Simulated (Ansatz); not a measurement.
Reading a calculation: zincblende-structured CdTe

**What was measured.** From “Electronic structure, structural and optical properties of thermally evaporated CdTe thin films”, 2006, arxiv:cond-mat/0608141, for a bulk crystal of CdTe: lattice constant a 6.486 Å.

From “Photoluminescence characteristics of Cd1-xMnxTe single crystals grown by the vertical Bridgman method”, 2012, pmc:3275455, for a bulk crystal of CdTe at 0 K: band gap 1.592 eV (an exciton energy, a little under the gap).

From “Multiscale insight into the Cd1-xZnxTe vibrational-mechanical properties -- High-pressure experiments and ab initio calculations”, 2023, arxiv:2306.14539, for a powder of CdTe: bulk modulus 42 ± 2 GPa.

Computed with Ansatz (plane waves, PAW, 420 eV cutoff): PBE, scalar-relativistic, no spin polarisation, Γ-centred 10×10×10 mesh, 0.05 eV Gaussian smearing; PAW files: Ansatz's generated set soft_2.

The compound is reported in the structure type of the start.

The relaxed structure (symmetry read at 0.01 Å). Symmetry: F-43m, No. 216, cubic system. The conventional cell has a = 6.618 Å, b = 6.618 Å, c = 6.618 Å, α = 90.00°, β = 90.00°, γ = 90.00°. Cd (site symmetry -43m) is surrounded by 4 Te at 2.87 Å. Te (site symmetry -43m) is surrounded by 4 Cd at 2.87 Å. (Neighbours are counted to 15 % beyond the shortest distance.)

Results at this level of theory:

```
Volume                                                : 36.23 Å³/atom
Band gap                                              : 0.59 eV
Smallest direct gap                                   : 0.59 eV
Bader charges                                         : Cd 0.53; Te -0.53 e
Formation energy from the elements (0 K, uncorrected) : -0.46 eV/atom
Bulk modulus (Birch–Murnaghan)                        : 35 GPa
Pressure derivative B0′                               : 4.8
Shear modulus (Hill)                                  : 13.4 GPa
Young's modulus                                       : 36 GPa
Poisson's ratio                                       : 0.33
Elastically stable                                    : yes
```

Formal charges Cd²⁺, Te²⁻ balance and leave closed shells on every ion, so a band insulator is expected, and the gap is 0.59 eV.

**Question.** What fixes the bond lengths?

**Answer.** Shannon's ionic radii give a check on the bond lengths: Cd²⁺ with 4 neighbours 0.78 Å + Te²⁻ 2.21 Å (six-fold value) = 2.99 Å against a computed mean of 2.87 Å. The largest miss is -4 %; bonds shorter than the sum are usual where the bond is partly covalent, as with large, soft anions.

**Question.** How ionic is it?

**Answer.** Bader charges against formal ones: Cd +0.53 (+2), Te −0.53 (−2). The cations give up 26 % of the formal charge; Bader charges stay under formal ones because the anions' density reaches into the cations' basins, the more so the higher the formal charge and the softer the anion.

**Question.** How stiff is it, in energy terms?

**Answer.** B0·V0 = 35.1 GPa × 36.24 Å³ = 7.95 eV/atom sets the scale: near the minimum ΔE ≈ ½ B0 V0 x², with x = V/V0 − 1, and a pressure of 0.4 GPa squeezes the volume by about 1 %. At the ends of the curve: x = −5.5 % predicts 12.0 meV/atom and the run gives 13.4; x = +10.0 % predicts 39.7 meV/atom and the run gives 33.0. The lopsidedness is anharmonic: atoms resist being pushed together more than being pulled apart.

**Question.** Which Debye temperature follows from the elastic moduli?

**Answer.** K = 35 GPa and G = 13.4 GPa (Hill). With a density of 5.500 g/cm³ (mean mass 120.0 u, 36.23 Å³/atom), K = 35.1 and G = 13.41 GPa from the unrounded constants, v_l = √((K + 4G/3)/ρ) = 3110 m/s and v_t = √(G/ρ) = 1560 m/s. The mean [(1/v_l³ + 2/v_t³)/3]^(−1/3) is 1750 m/s, and θ_D = (ħ/k_B)(6π²/V)^(1/3) v_m ≈ 160 K, with V the volume an atom.

**Against experiment.** Against the measured lattice constant a of CdTe, 6.486 Å (quoted in “Electronic structure, structural and optical properties of thermally evaporated CdTe thin films”, 2006, arxiv:cond-mat/0608141), the calculated 6.618 Å is off by +2.0 %. 2 values of this kind are on record (6.482 to 6.486 Å); this one was drawn at random. The calculation is for a static lattice, without zero-point motion or thermal expansion. A measured gap of CdTe is 1.592 eV (an exciton energy, a little under the gap; 0 K; “Photoluminescence characteristics of Cd1-xMnxTe single crystals grown by the vertical Bridgman method”, 2012, pmc:3275455); the calculated 0.59 eV misses it by -1.01 eV. So large a miss can be the level of theory's own, or it may mean another phase, state or a wrong row. Kohn–Sham gaps of semilocal functionals mostly fall below measured ones. Spin–orbit coupling is left out here. Temperature and excitons aren't in the calculation. Against the measured bulk modulus of CdTe, 42 GPa (powder; quoted in “Multiscale insight into the Cd1-xZnxTe vibrational-mechanical properties -- High-pressure experiments and ab initio calculations”, 2023, arxiv:2306.14539), the calculated 35 GPa is off by -16.3 %.

Semilocal functionals underestimate band gaps, commonly by a third or more. For elements this heavy, spin–orbit coupling would shift levels and gaps; it isn't included here.
